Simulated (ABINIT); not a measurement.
# TePb (Fm-3m) in ABINIT: a series of runs, part 2 of 2

ABINIT 10.8.3 (patched build). Earlier steps stand in the parts before.

### 4 Single point, PBE0

run.abi

```
# Pseudopotentials
pp_dirpath "./"
pseudos "Pb_ONCV_PBE-1.2.upf, Te_ONCV_PBE-1.2.upf"

# Structure
acell 4.56932402 4.56932402 4.56932402 Angstrom
rprim
     0.0000000000     0.7071067812     0.7071067812
     0.7071067812     0.0000000000     0.7071067812
     0.7071067812     0.7071067812     0.0000000000
ntypat 2
znucl 82 52
natom 2
typat 1 2
xred
     0.0000000000     0.0000000000     0.0000000000
     0.5000000000     0.5000000000     0.5000000000

# Plane-wave basis
ecut 707.496042 eV

# k points
kptopt 1
ngkpt 3 3 3
nshiftk 1
shiftk 0.0 0.0 0.0

# Exchange and correlation
ixc 41
hyb_mixing 0.25

# Bands and occupations
nband 19
occopt 3
tsmear 0.05 eV

# SCF cycle
nstep 60
toldfe 1.0e-7

# Output
iomode 3
prtwf 0
prteig 0
prtebands 0
enunit 2
prtvol 2
prtden 1
prtvha 1
prtvclmb 1
prtpot 1
prtelf 1
```

Potentials or basis: SG15 NC PBE v1.2.

Launch:

```bash
$ mpirun --bind-to none -np 4 abinit run.abi > log 2>&1
```

run.abo:

```text
.Version 10.8.3 of ABINIT
 Symmetries : space group Fm -3 m (#225); Bravais cF (face-center cubic)
================================================================================
 Values of the parameters that define the memory need of the present run
     intxc =       0    ionmov =       0      iscf =       7    lmnmax =       8
     lnmax =       8     mgfft =      40  mpssoang =       4    mqgrid =    3001
     natom =       2  nloc_mem =       1    nspden =       1   nspinor =       1
    nsppol =       1      nsym =      48    n1xccc =       0    ntypat =       2
    occopt =       3   xclevel =       2
       mpw =        2899          nfft =       64000          nkpt =           4
================================================================================
================================================================================

--------------------------------------------------------------------------------
------------- Echo of variables that govern the present computation ------------
--------------------------------------------------------------------------------
 -outvars: echo values of preprocessed input variables --------
            acell      8.6347709783E+00  8.6347709783E+00  8.6347709783E+00 Bohr
              amu      2.07200000E+02  1.27600000E+02
             ecut      2.60000000E+01 Hartree
           enunit           2
   hyb_mixing          2.5000000000E-01
              ixc          41
         kptrlatt        3    0    0      0    3    0      0    0    3
          kptrlen      2.59043129E+01
            natom           2
[... 262 lines left out ...]
non_local_psp+x     : -4.49066956018353E+01
internal            : -1.43263341500291E+02
'-kT*entropy'       : -1.55690677488242E-14
total_energy        : -1.43263341500291E+02
...

--- !EnergyTermsDC
iteration_state     : {dtset: 1, }
comment             : '"Double-counting" decomposition of free energy'
band_energy         : -1.95897746331745E+01
Ewald energy        : -1.04842845444110E+02
psp_core            :  7.70686212848973E+00
xc_dc               : -2.65375064936656E+01
internal            : -1.43263264442460E+02
'-kT*entropy'       : -1.55690677488242E-14
total_energy_dc     : -1.43263264442460E+02
...

 Cartesian components of stress tensor (hartree/bohr^3)
  sigma(1 1)=  1.09600786E-05  sigma(3 2)=  0.00000000E+00
  sigma(2 2)=  1.09600786E-05  sigma(3 1)=  0.00000000E+00
  sigma(3 3)=  1.09600786E-05  sigma(2 1)=  0.00000000E+00

-Cartesian components of stress tensor (GPa)         [Pressure= -3.2246E-01 GPa]
- sigma(1 1)=  3.22456645E-01  sigma(3 2)=  0.00000000E+00
- sigma(2 2)=  3.22456645E-01  sigma(3 1)=  0.00000000E+00
- sigma(3 3)=  3.22456645E-01  sigma(2 1)=  0.00000000E+00

== END DATASET(S) ==============================================================
================================================================================

 -outvars: echo values of variables after computation  --------
            acell      8.6347709783E+00  8.6347709783E+00  8.6347709783E+00 Bohr
           etotal     -1.4326334150E+02
            fcart     -0.0000000000E+00 -0.0000000000E+00 -0.0000000000E+00
                      -0.0000000000E+00 -0.0000000000E+00 -0.0000000000E+00
            rprim      0.0000000000E+00  7.0710678120E-01  7.0710678120E-01
                       7.0710678120E-01  0.0000000000E+00  7.0710678120E-01
                       7.0710678120E-01  7.0710678120E-01  0.0000000000E+00
           strten      1.0960078609E-05  1.0960078609E-05  1.0960078609E-05
                       0.0000000000E+00  0.0000000000E+00  0.0000000000E+00
           xangst      0.0000000000E+00  0.0000000000E+00  0.0000000000E+00
                       3.2310000000E+00  3.2310000000E+00  3.2310000000E+00
             xred      0.0000000000E+00  0.0000000000E+00  0.0000000000E+00
                       5.0000000000E-01  5.0000000000E-01  5.0000000000E-01
 Calculation completed.
```

It took 3.9 min on 4 MPI ranks of Arm Neoverse V2, shared host; peak memory 0.36 GiB.

Results:

```yaml
Free_energy: -3898.3941 eV
Pressure: -0.3 GPa
Valence_electrons_inside_the_program's_atomic_spheres: Pb 9.88; Te 11.98
```

Caveat: the k mesh is coarse (spacing up to 0.56 Å⁻¹), so the values aren't converged, least of all with exact exchange; exact exchange is summed on a coarse mesh, which widens gaps by tenths of an eV; this odd mesh misses L, where the gap lies, so gap, dielectric constants and Born charges aren't listed; the potentials were made for another functional, which shifts forces and pressure. Spin-orbit coupling is left out, which matters for the levels of Pb, Te.

### 5 Summary

| task | level | potentials or basis | cell | k mesh | cutoff (eV) | cell freedom (optcell) | cutoff smearing ecutsm (Ha) | optimiser (ionmov) | force stop (Ha/bohr) | fine-grid cutoff | mesh quality | pressure (GPa) |
| --- | --- | --- | --- | --- | --- | --- | --- | --- | --- | --- | --- | --- |
| single point | PBE | PseudoDojo NC SR PBE v0.4.1 standard | as given | 5 × 5 × 5 | 952 | - | - | - | - | - | not flagged | 2.0 |
| relaxation of cell and atoms | PBE | JTH PAW PBE v2.0 | relaxed | 7 × 7 × 7 | 599 | 2 | 0.5 | 22 | 0.0001 | 1197.3 eV | not flagged | 0.0 |
| single point | PBE0 | SG15 NC PBE v1.2 | as given | 3 × 3 × 3 | 707 | - | - | - | - | - | coarse | -0.3 |

Alike in all rows: no spin polarisation; smearing fermi-dirac 0.05 eV.

Caveats: some runs use coarse meshes; exact exchange is summed on a coarse mesh, which widens gaps by tenths of an eV (some runs); the potentials were made for another functional, which shifts forces and pressure (some runs).

Total energies depend on the potentials used, so only differences within one code and one set of settings carry meaning.
